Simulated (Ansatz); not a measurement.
Structure: NaCl (NiAs type), at its r2SCAN minimum. It is hexagonal, P6_3/mmc (No. 194); a = 3.892 Å, c = 6.737 Å in the conventional setting, 22.10 Å³ an atom. Na has 6 Cl at 2.81 Å; Cl has 6 Na at 2.81 Å.

```
CELL_PARAMETERS angstrom
3.89227 0.00000 0.00000
-1.94614 3.37081 0.00000
0.00000 0.00000 6.73682
ATOMIC_POSITIONS crystal
Na 0.00000 0.00000 0.00000
Na 0.00000 0.00000 0.50000
Cl 0.33333 0.66667 0.25000
Cl 0.66667 0.33333 0.75000
```

The questions ask for values computed with Ansatz 0.2.0 on this geometry. No spin polarisation and no zero-point or thermal motion; the cell was built from a prototype and may be hypothetical.

(1) What gap does PBE give, and where are the band edges?

(2) How does the gap change from PBE to LDA (12×12×4)?

(3) What does HSE06 give for the gap (6×6×4 mesh)?

(4) What does PBE0 give for the gap (6×6×4 mesh)?

(5) How does the gap change from PBE to Hartree-Fock (6×6×4)?

(6) Order these levels by the gap that they give, smallest first.
A. PBE
B. Hartree-Fock
C. r2SCAN0
D. LDA
E. DDH-PBE0
F. HSE06
G. r2SCAN
H. PBE0

(7) Relaxed again with PBEsol, is the cell stable at the zone centre, and where do its optical modes lie?

(8) Going by these computed values, what does each step up buy?

Answers

(1) PBE gives a direct gap of 5.07 eV at Γ.

(2) With LDA the gap is 4.65 eV and direct, at Γ. The gap differs by -0.42 eV from PBE's.

(3) With HSE06 the gap is 6.45 eV and direct, at Γ. The gap differs by +1.38 eV from PBE's.

(4) The PBE0 gap is direct at Γ: 7.17 eV. The gap differs by +2.10 eV from PBE's.

(5) With Hartree-Fock the gap is 13.73 eV and direct, at Γ. The gap differs by +8.66 eV from PBE's.

(6) D (4.65 eV), A (5.07 eV), G (5.86 eV), F (6.45 eV), H (7.17 eV), C (7.62 eV), E (8.43 eV), B (13.73 eV).

(7) The zone-centre optical frequencies run from 111 to 241 cm⁻¹, none imaginary (the rest of the zone wasn't tested). With the long-range field the highest mode reaches 261 cm⁻¹.

(8) r2SCAN covers 57 % of the step from PBE to HSE06, while HSE06 needs about 9 times r2SCAN's cost (on a coarser mesh). Among these functionals the gap stays direct.

The meshes of the hybrids are coarse, so their gaps aren't converged to the digits shown.
